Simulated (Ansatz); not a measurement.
# CdSe: from a first cell to all-electron results, part 2 of 2

Aim: relax CdSe, then solve it with and without frozen cores. The runs shown use PAW, LAPW and crystal datasets. Its runs: cell and atoms relaxed (PAW and LAPW); the reference run (LAPW, PAW and crystal datasets).

Ansatz 0.2.0; DFT PBEsol; a Materials Project cell. «Crystal datasets» are all-electron PAW datasets made for this crystal.

## Step 3: The relaxed cell, LAPW

The input, input.yaml:

```yaml
crystal:
  lattice:
    - [0.0, 2.8137356268, 2.8137356268]
    - [2.8137356268, 0.0, 2.8137356268]
    - [2.8137356268, 2.8137356268, 0.0]
  atoms:
    - { symbol: Cd, position: [0.0, 0.0, 0.0] }
    - { symbol: Se, position: [0.5, 0.5, 0.5] }
kpoints:
  mp_grid: { grid: [12, 12, 12] }
  band_path:
    path:
      - [0.0, 0.0, 0.0]
      - [0.5, 0.0, 0.5]
      - [0.625, 0.25, 0.625]
      - [0.375, 0.375, 0.75]
      - [0.0, 0.0, 0.0]
      - [0.5, 0.5, 0.5]
      - [0.5, 0.25, 0.75]
      - [0.5, 0.0, 0.5]
    npoints: 14
scf:
  occupations: { method: fermi_dirac, width: 0.05 }
hamiltonian:
  xc: pbesol
  pseudopotentials: { kind: all_electron, lapw: { basis_error: 0.0005 } }
output:
  forces: true
  stress: true
  eigenvalues: true
  populations: true
```

Run with:

```console
> ansatz run input.yaml --threads 1 --pin off --max-ram 2048MiB --backend cpu --events-out ev --progress --plain --runs-dir out
```

The log of the run:

```text
Cd: projections on atomic orbitals take those of the free atom 1s2 2s2 2p6 3s2 3p6 3d10 4s2 4p6 4d10 5s2, of charge +0.00 (hamiltonian.pseudopotentials.projection_atoms)
Se: projections on atomic orbitals take those of the free atom 1s2 2s2 2p6 3s2 3p6 3d10 4s2 4p4, of charge +0.00 (hamiltonian.pseudopotentials.projection_atoms)
LAPW: plane waves up to 8.092 Å⁻¹, error target 5.0e-4 eV per atom; small_component_spin mean_spin; Se in spheres of 1.347 Å, 24 of its electrons in bands, Dirac shells []; Cd in spheres of 1.467 Å, 20 of its electrons in bands, Dirac shells []
Engine: ansatz 0.2.0
Pseudopotentials: kind: all_electron
Pseudopotential: Cd, LAPW, valence charge 20, Koelling and Harmon's equation, gaussian nucleus
Pseudopotential: Se, LAPW, valence charge 24, Koelling and Harmon's equation, gaussian nucleus
Functional definition: PBEsol
  exchange = pbesol_x
  correlation = pbesol_c
Crystal: 2 atoms, lattice volume = 44.553 Å³
Basis set: ecut = 249.5086322641394 eV, 411 PW (Γ), exchange–correlation at level 2
Bands: 27, of which v1, the nominal top of the filled ones, is band 22 counted from 1 (21 counted from 0)
Symmetry: 48 space group operations
Space group: Fm-3m (ITA 225), of the structure as read, at distance tolerance 3.5e-5 Å
k-points: 72 of 1728
Non-local potential: Cd, projectors of the file, none
Non-local potential: Se, projectors of the file, none
Initial density: superposition of atomic densities (chi_scale 0.1, normalization cell, long waves kept (reshape's long-wave potential 0.00 eV rms))
Initial wavefunctions: plane waves of lowest kinetic energy (no species holds an atomic orbital)
Functional: x = pbesol(κ = 0.804, μ = 0.12345679012345678), c = pbesol(β = 0.046)
iter 1 solved again at ethr=1.94e-3 eV; its pass at ethr=1.00e-1 eV (dr2=8.55e-1 eV) is discarded
SCF iter   1: F=—  HF=-218247.230612 eV  |F-HF|=—  |Δ(HF+E_count)|=         —  Δρ=3.06e-2  dr2=8.56e-1  ethr=1.94e-3  ⟨swp⟩=2.0  Hψ=12399  notcnv=0
preconditioner: auto → none  [insulator: Δε(μ)=0.246 eV  Ē_g=12.771 eV  σ=0.050 eV  W_gap=0.65  n_scr=14 (ndim 8)  ℏωp=23.6 eV  f_vac=0.036  D(μ)=0.04/eV (n_scr^D=0)  ε∞_Penn≈4.4]
iter 2 solved again at ethr=1.85e-5 eV; its pass at ethr=1.94e-3 eV (dr2=8.12e-3 eV) is discarded
SCF iter   2: F=—  HF=-218246.880871 eV  |F-HF|=—  |Δ(HF+E_count)|=   3.50e-1  Δρ=5.33e-3  dr2=8.15e-3  ethr=1.85e-5  ⟨swp⟩=2.0  Hψ=10052  notcnv=0
SCF iter   3: F=—  HF=-218246.837944 eV  |F-HF|=—  |Δ(HF+E_count)|=   4.29e-2  Δρ=3.88e-3  dr2=9.31e-3  ethr=1.85e-5  ⟨swp⟩=3.0  Hψ=6344  notcnv=0
SCF iter   4: F=—  HF=-218246.835985 eV  |F-HF|=—  |Δ(HF+E_count)|=   1.96e-3  Δρ=1.21e-3  dr2=7.36e-4  ethr=1.85e-5  ⟨swp⟩=2.0  Hψ=5621  notcnv=0
SCF iter   5: F=—  HF=-218246.835953 eV  |F-HF|=—  |Δ(HF+E_count)|=   3.15e-5  Δρ=1.92e-4  dr2=1.11e-5  ethr=1.67e-6  ⟨swp⟩=2.0  Hψ=5621  notcnv=0
SCF iter   6: F=—  HF=-218246.835958 eV  |F-HF|=—  |Δ(HF+E_count)|=   4.90e-6  Δρ=4.21e-5  dr2=6.64e-7  ethr=2.51e-8  ⟨swp⟩=2.0  Hψ=5622  notcnv=0
SCF iter   7: F=-218246.835958 eV  HF=-218246.835958 eV  |F-HF|=8.06e-9  |Δ(HF+E_count)|=   4.66e-9  Δρ=4.41e-6  dr2=4.99e-9  ethr=1.51e-9  ⟨swp⟩=2.0  Hψ=5621  notcnv=0
SCF 1 converged in 7 iterations: F = -218246.835958 eV  dr2 = 4.99e-9
NSCF: frozen V_eff on 99 k-points
SCF converged after 7 iterations
Free energy (F): -218246.835958 eV
Harris-Foulkes:  -218246.835958 eV  (|F-HF|=8.06e-9)
Internal energy: -218246.831266 eV  (E = F + TS)
E sigma→0 (E₀):  -218246.833612 eV
Entropy (-TS):   -0.004692 eV (-2.346 meV/atom)
Fermi energy:    11.859173 eV
--- Per-component energies (eV) ---
  E_band       = -1941.847760
  E_kinetic    = 227030.598009
  E_xc         = -6489.027638
  E_electrostatic = -438788.401638  (all electrons and nuclei)
  E_smearing   = -0.004692  (= −TS)
  E_closure    = 0.000000  (closes the sum)
  E_atoms      = -218240.837515  (free atoms, spherical and without spin; not in F)
  Σ components = -218246.835958   (vs F -218246.835958, Δ=0.00e0)
  Basis errors (estimates in eV, not in F): energy 1.8e-4 per atom: plane waves 1.6e-4 (8.8e-5 summed), levels above the bands 1.2e-84, relativity 1.3e-8, radial functions 1.8e-5, core shells 1.0e-7; eigenvalues (radial functions only) 1.1e-6; not estimated: angular momenta, meshes, grids; target (lapw.basis_error) 5.0e-4; muffin-tin radii Se 1.347 Å, Cd 1.467 Å
--- Forces (eV/Å), atoms counted from 1 ---
  atom   1  Cd    -0.00000000     0.00000000     0.00000000
  atom   2  Se     0.00000000    -0.00000000     0.00000000
  max |Σ_I F_I| component: 7.03e-30 eV/Å
--- Stress (GPa, compression-positive) ---
       -0.004942       0.000000      -0.000000
        0.000000      -0.004942      -0.000000
       -0.000000      -0.000000      -0.004942
  P = ⅓ Tr σ = -0.0049 GPa (-0.049 kbar)
--- Band table (eV; the first three rows and the last of 72) ---
  k-point 0: bands = ["-194.9900", "-134.6546", "-134.6546", "-134.6546", "-90.0319", "-51.1331", "-51.1331", "-51.1331", "-35.0913", "-35.0913", "-35.0877", "-35.0877", "-35.0877", "-1.4889", "3.8366", "3.8366", "3.8572", "3.8572", "3.8572", "11.0997", "11.0997", "11.0997", "12.0640", "20.4881", "20.4881", "20.4881", "21.6796"]
  k-point 1: bands = ["-194.9900", "-134.6546", "-134.6546", "-134.6546", "-90.0319", "-51.1332", "-51.1332", "-51.1332", "-35.0913", "-35.0913", "-35.0877", "-35.0877", "-35.0877", "-1.4319", "3.8190", "3.8190", "3.8517", "3.8667", "3.8667", "10.2432", "11.1400", "11.1400", "12.9083", "19.6604", "20.3468", "20.3468", "21.3835"]
  k-point 2: bands = ["-194.9900", "-134.6546", "-134.6546", "-134.6546", "-90.0319", "-51.1334", "-51.1332", "-51.1332", "-35.0913", "-35.0913", "-35.0877", "-35.0876", "-35.0876", "-1.2686", "3.7676", "3.7676", "3.8330", "3.8968", "3.8968", "9.1053", "11.2536", "11.2536", "13.9618", "18.7001", "19.5245", "19.5245", "21.3651"]
  k-point 71: bands = ["-194.9900", "-134.6546", "-134.6546", "-134.6546", "-90.0319", "-51.1339", "-51.1339", "-51.1336", "-35.0913", "-35.0911", "-35.0875", "-35.0875", "-35.0873", "-0.4559", "3.7072", "3.8588", "3.8588", "4.0876", "4.4968", "8.3482", "8.3482", "8.5503", "14.9193", "17.7032", "19.2207", "19.2207", "24.1039"]
--- Löwdin populations: 2 sites ---
  site symbol       q [e]
     0     Cd     46.7983
     1     Se     35.0158
  spilling = 0.002266 (of n_electrons = 82.000000)
```

It took 29 s on 1 thread of Arm Neoverse V2, shared host; peak memory 0.44 GiB.

Result: pressure 0.00 GPa; no gap.

Levels at the path's labelled points, in eV from the Fermi level:

```
point  band 19  band 20  band 21  band 22  band 23  band 24  band 25
    Γ    -8.00    -0.76    -0.76    -0.76     0.20     8.63     8.63
    X    -7.20    -4.56    -2.34    -2.34    -0.56     5.26     9.99
    U    -7.45    -3.96    -3.93    -1.59     1.43     6.19     8.29
    K    -7.45    -3.96    -3.93    -1.59     1.43     6.19     8.29
    Γ    -8.00    -0.76    -0.76    -0.76     0.20     8.63     8.63
    L    -7.83    -5.31    -0.06    -0.06     2.83     5.15     5.15
    W    -7.36    -3.51    -3.51    -3.31     3.06     5.84     7.36
    X    -7.20    -4.56    -2.34    -2.34    -0.56     5.26     9.99
```

## Step 4: The relaxed cell, PAW

The input, input.yaml:

```yaml
crystal:
  lattice:
    - [0.0, 2.8137356268, 2.8137356268]
    - [2.8137356268, 0.0, 2.8137356268]
    - [2.8137356268, 2.8137356268, 0.0]
  atoms:
    - { symbol: Cd, position: [0.0, 0.0, 0.0] }
    - { symbol: Se, position: [0.5, 0.5, 0.5] }
kpoints:
  mp_grid: { grid: [12, 12, 12] }
scf:
  occupations: { method: fermi_dirac, width: 0.05 }
hamiltonian:
  xc: pbesol
  pseudopotentials: { kind: paw }
output:
  forces: true
  stress: true
  eigenvalues: true
  populations: true
```

Run with:

```console
> ansatz run input.yaml --threads 1 --pin off --max-ram 2048MiB --backend cpu --events-out ev --progress --plain --runs-dir out
```

The log of the run (excerpt; [...] marks lines left out):

```text
[...]
[... 4 set-up lines as earlier in the session ...]
[...]
Crystal: 2 atoms, lattice volume = 44.553 Å³
Basis set: ecut = 420 eV, 893 PW (Γ), exchange–correlation on 54×54×54 points (8 copies of the dense FFT grid, shifted against one another)
Bands: 22, of which v1, the nominal top of the filled ones, is band 18 counted from 1 (17 counted from 0)
[... 2 set-up lines as earlier in the session ...]
k-points: 72 of 1728
[...]
SCF iter   1: F=—  HF=-13609.229931 eV  |F-HF|=—  |Δ(HF+E_count)|=         —  Δρ=4.56e-3  dr2=9.95e-3  ethr=1.77e-3  ⟨swp⟩=5.7  Hψ=6574  notcnv=0
[...]
SCF iter   6: F=-13609.227273 eV  HF=-13609.227273 eV  |F-HF|=7.57e-10  |Δ(HF+E_count)|=   9.93e-8  Δρ=5.73e-6  dr2=6.36e-9  ethr=2.78e-10  ⟨swp⟩=5.0  Hψ=6831  notcnv=0
[...]
SCF converged after 6 iterations
Free energy (F): -13609.227273 eV
[...]
E sigma→0 (E₀):  -13609.224927 eV
Entropy (-TS):   -0.004692 eV (-2.346 meV/atom)
Fermi energy:    10.981320 eV
[...]
--- Forces (eV/Å), atoms counted from 1 ---
  atom   1  Cd    -0.00000000     0.00000000     0.00000000
  atom   2  Se    -0.00000000     0.00000000     0.00000000
[...]
--- Stress (GPa, compression-positive) ---
       -0.008744      -0.000000      -0.000000
        0.000000      -0.008744       0.000000
        0.000000      -0.000000      -0.008744
  P = ⅓ Tr σ = -0.0087 GPa (-0.087 kbar)
--- Band table (eV; the first three rows and the last of 72) ---
[... band rows left out ...]
[...]
--- Löwdin populations: 2 sites ---
  site symbol       q [e]
     0     Cd     18.7975
     1     Se     17.0113
  spilling = 0.005310 (of n_electrons = 36.000000)
```

Wall time 3.9 s (1 thread of Arm Neoverse V2, shared host); peak memory 0.35 GiB.

Read from it: pressure -0.01 GPa; no gap.

## Step 5: The relaxed cell, crystal datasets

Edit input.yaml of step 4 so:

```diff
@@ -14,3 +14,3 @@
   xc: pbesol
-  pseudopotentials: { kind: paw }
+  pseudopotentials: { kind: all_electron, datasets: crystal }
 output:
@@ -19,2 +19,2 @@
   eigenvalues: true
-  populations: true
+  efg: { contact_densities: true }
```

Run with:

```console
> ansatz run input.yaml --threads 1 --pin off --max-ram 2048MiB --backend cpu --events-out ev --progress --plain --runs-dir out
```

The log of the run (excerpt; [...] marks lines left out):

```text
[...]
Cd: output.efg is read without spin–orbit coupling, which moves field gradients at and beside such atoms by some per cent and up to a factor of two; PAW files take it under magnetization.noncollinear and magnetization.spin_orbit
[...]
[... 1 set-up line as earlier in the session ...]
Pseudopotential: Cd, paw, valence charge 20, recommended cutoff 260 eV (normal), Koelling and Harmon's equation, gaussian nucleus
Pseudopotential: Se, paw, valence charge 6, recommended cutoff 260 eV (normal), Koelling and Harmon's equation, gaussian nucleus
[... 1 set-up line as earlier in the session ...]
[...]
Crystal: 2 atoms, lattice volume = 44.553 Å³
Basis set: ecut = 260 eV, 411 PW (Γ), exchange–correlation on 48×48×48 points (8 copies of the dense FFT grid, shifted against one another)
Bands: 13, of which v1, the nominal top of the filled ones, is band 9 counted from 1 (8 counted from 0)
[... 1 set-up line as earlier in the session ...]
[...]
  atom   1  Cd    -0.00000000     0.00000000     0.00000000
  atom   2  Se     0.00000000    -0.00000000    -0.00000000
[...]
--- Stress (GPa, compression-positive) ---
       -0.005164      -0.000000       0.000000
       -0.000000      -0.005164       0.000000
        0.000000       0.000000      -0.005164
  P = ⅓ Tr σ = -0.0052 GPa (-0.052 kbar)
  It holds what live shells' own plane waves past their cutoff add
--- PAW observables at the nuclei: V_zz in 10²¹ V/m², potentials from the cell's mean, atoms counted from 1 ---
  atom   1  Cd V_zz =    +0.000000   η = 0.0000   by run symmetry: forbidden
            electrostatic potential = -7705.413132 V   contact ρ = 1034343.349389 e/Å³
  atom   2  Se V_zz =    -0.000000   η = 0.0000   by run symmetry: forbidden
            electrostatic potential = -4711.557755 V   contact ρ = 262467.987013 e/Å³
--- Band table (eV; the first three rows and the last of 72) ---
  k-point 0: bands = ["-1.4888", "3.8364", "3.8364", "3.8571", "3.8571", "3.8571", "11.0997", "11.0997", "11.0997", "12.0640", "20.4880"]
[...]
```

Run time: 7.9 s. Hardware: 1 thread of Arm Neoverse V2, shared host; peak memory 0.5 GiB.

In short: pressure -0.01 GPa; no gap.

## Step 6: Cell and atoms relaxed, LAPW

Edit input.yaml of step 5 so:

```diff
@@ -14,3 +14,3 @@
   xc: pbesol
-  pseudopotentials: { kind: all_electron, datasets: crystal }
+  pseudopotentials: { kind: all_electron, lapw: { basis_error: 0.0005 } }
 output:
@@ -19,2 +19,5 @@
   eigenvalues: true
-  efg: { contact_densities: true }
+relax:
+  f_tol: 0.005
+  max_steps: 12
+  cell: {}
```

Run with:

```console
> ansatz run input.yaml --threads 1 --pin off --max-ram 2048MiB --backend cpu --events-out ev --progress --plain --runs-dir out
```

The log of the run (excerpt; [...] marks lines left out):

```text
[...]
LAPW: plane waves up to 8.412 Å⁻¹, error target 5.0e-4 eV per atom; small_component_spin mean_spin; Se in spheres of 1.310 Å, 24 of its electrons in bands, Dirac shells []; Cd in spheres of 1.419 Å, 20 of its electrons in bands, Dirac shells []
[...]
[... 4 set-up lines as earlier in the session ...]
[...]
Crystal: 2 atoms, lattice volume = 44.553 Å³
Basis set: ecut = 269.60360366206527 eV, 459 PW (Γ), exchange–correlation at level 2
Bands: 27, of which v1, the nominal top of the filled ones, is band 22 counted from 1 (21 counted from 0)
[... 2 set-up lines as earlier in the session ...]
k-points: 72 of 1728
[...]
Entropy (-TS):   -0.004692 eV (-2.346 meV/atom)
Fermi energy:    11.859170 eV
[...]
--- Forces (eV/Å), atoms counted from 1 ---
  atom   1  Cd    -0.00000000     0.00000000     0.00000000
  atom   2  Se     0.00000000    -0.00000000    -0.00000000
[...]
--- Stress (GPa, compression-positive) ---
       -0.004815       0.000000       0.000000
        0.000000      -0.004815       0.000000
        0.000000       0.000000      -0.004815
  P = ⅓ Tr σ = -0.0048 GPa (-0.048 kbar)
--- Band table (eV; the first three rows and the last of 72) ---
[...]
--- Relaxed structure (1 steps of the walk, 1 accepted, 1 SCFs on fresh bases) ---
  F+E_penalty+E_count = -218246.83593660 eV   max|allowed force component| = 1.223e-29 eV/Å   (the final SCF, on the basis selected at the relaxed cell)
  cell:  # Å, volume = 44.5533 Å³
    - [0.0, 2.8137356268, 2.8137356268]
    - [2.8137356268, 0.0, 2.8137356268]
    - [2.8137356268, 2.8137356268, 0.0]
  atoms:
    - { symbol: Cd, position: [0.0, 0.0, 0.0] }
    - { symbol: Se, position: [0.49999999999999994, 0.49999999999999994, 0.49999999999999994] }
```

It took 29 s on 1 thread of Arm Neoverse V2, shared host; peak memory 0.46 GiB.

The steps of the relaxation:

```
step  energy from step 1 (eV/cell)  largest force component (eV/Å)  pressure (GPa)  volume (Å³)
   1                        0.0000                          0.0000            0.00        44.55
   2                        0.0000                          0.0000            0.00        44.55
```

Step 1 is the start. Step 2 repeats the geometry before on a plane-wave basis chosen anew for that cell, so the energy can jump there without any move; the table keeps such jumps.

| input's cell | before | after | change |
| --- | --- | --- | --- |
| a (Å) | 3.979 | 3.979 | +0.0 % |
| b (Å) | 3.979 | 3.979 | +0.0 % |
| c (Å) | 3.979 | 3.979 | +0.0 % |
| volume (Å³/atom) | 22.28 | 22.28 | +0.0 % |

Result: pressure 0.00 GPa; no gap.

## Step 7: Side by side

```
                           run  pressure (GPa)  SCF cycles, by the record's count
            Relaxed cell, LAPW            0.00                                  7
             Relaxed cell, PAW           -0.01                                  6
Relaxed cell, crystal datasets           -0.01                                  8
```

## Step 8: Summary of results

This closing draws on all 2 parts.

```
              quantity                  value
 volume, relaxed (PAW)  22.277 Å³/atom, Fm-3m
volume, relaxed (LAPW)  22.277 Å³/atom, Fm-3m
            gap (LAPW)                   none
```

What this shows: Relaxing changes the volume by -6.2 %, to 22.28 Å³/atom; LAPW takes no step, as its stress at PAW's cell is inside the tolerance. There is no gap at this level: the crystal is a metal or semimetal here, or the functional closes a real gap. In pressure, PAW differs from LAPW by less than 0.01 GPa.
